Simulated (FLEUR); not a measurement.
**TiTe2: equation of state with r2SCAN**

Crystal: TiTe2.

```xyz
3
Lattice="3.7770 0.0000 0.0000 -1.8885 3.2710 0.0000 0.0000 0.0000 6.4980" Properties=species:S:1:pos:R:3 pbc="T T T"
Te    0.0000    2.1807    4.7903
Te    1.8885    1.0903    1.7077
Ti    0.0000    0.0000    0.0000
```

| Item | Value |
| --- | --- |
| Program | FLEUR MaX-R8.1 (later development tree) |
| Task | equation of state |
| Functional | r2SCAN |
| Potentials or basis | all-electron |
| Basis | FLAPW |
| Kmax | 4.3 1/bohr |
| k mesh | 8 × 8 × 4 |
| Occupations | fermi-dirac, width 0.05 eV |
| Spin | no spin polarisation |
| Gmax | 13.3 1/bohr |
| Muffin-tin radii | Te 2.42, Ti 2.28 bohr |
| lmax | Te 10, Ti 9 |
| lnonsphr | Te 10, Ti 9 |
| Local orbitals a species | Te 6, Ti 5 |

```json
{"Equilibrium volume": "27.14 Å³/atom", "Bulk modulus at fixed shape and positions": "66 GPa"}
```

Energy against volume, from the lowest point:
```
volume (Å³/atom)  energy (meV/atom)
          25.154              32.78
          25.689              16.37
          26.760               0.00
          27.830               2.28
          28.365               9.33
```

Caveat: the meta-GGA is that of a development version, with a GGA for the radial functions and cores and without core tails; the cell was scaled at fixed shape and fractional positions, which overstates the stiffness of a crystal with free parameters, most of all of layers and chains. Spin-orbit coupling is left out, which matters for the levels of Te.
